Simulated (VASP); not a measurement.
Crystal: Mg.

```
Mg
1.0
     0.00000    3.48350    3.48350
     3.48350    0.00000    3.48350
     3.48350    3.48350    0.00000
Mg
3
Direct
  0.00000 0.00000 0.00000
  0.25000 0.25000 0.25000
  0.75000 0.75000 0.75000
```

The cell was built by a generator and needn't be a form met in nature.

| Quantity | Value |
| --- | --- |
| Program | VASP 6.6.1 |
| Task | relaxation of cell and atoms |
| Functional | BLYP |
| Potentials or basis | VASP PAW PBE potentials, release 64 (Mg) |
| Cutoff | 600 eV |
| k mesh | 7 × 7 × 7 |
| Occupations | fermi-dirac, width 0.05 eV |
| Spin | no spin polarisation |

At the start: pressure 1.0 GPa; volume 28.18 Å³/atom.

**Question.** How do energy, volume and symmetry change on relaxing?

**Answer.** Over 4 steps the energy falls by 3.7 meV/atom and the volume is 29.43 Å³/atom (+4.4 %); space group Fm-3m (No. 225, to 0.05 Å).

The path:
| step | energy change (eV) | largest force (eV/Å) | pressure (GPa) | volume (Å³) |
| --- | --- | --- | --- | --- |
| 1 | 0.0000 | 0.0000 | 0.96 | 84.54 |
| 2 | -0.0088 | 0.0000 | 0.40 | 86.62 |
| 3 | -0.0110 | 0.0000 | 0.03 | 88.16 |
| 4 | -0.0110 | 0.0000 | 0.00 | 88.30 |

Final structure:
```
CELL_PARAMETERS angstrom
0.00000 3.53434 3.53434
3.53434 0.00000 3.53434
3.53434 3.53434 0.00000
ATOMIC_POSITIONS crystal
Mg 0.00000 0.00000 0.00000
Mg 0.25000 0.25000 0.25000
Mg 0.75000 0.75000 0.75000
```

Caveat: the PAW data sets were made with another functional, which shifts forces and pressure a little.
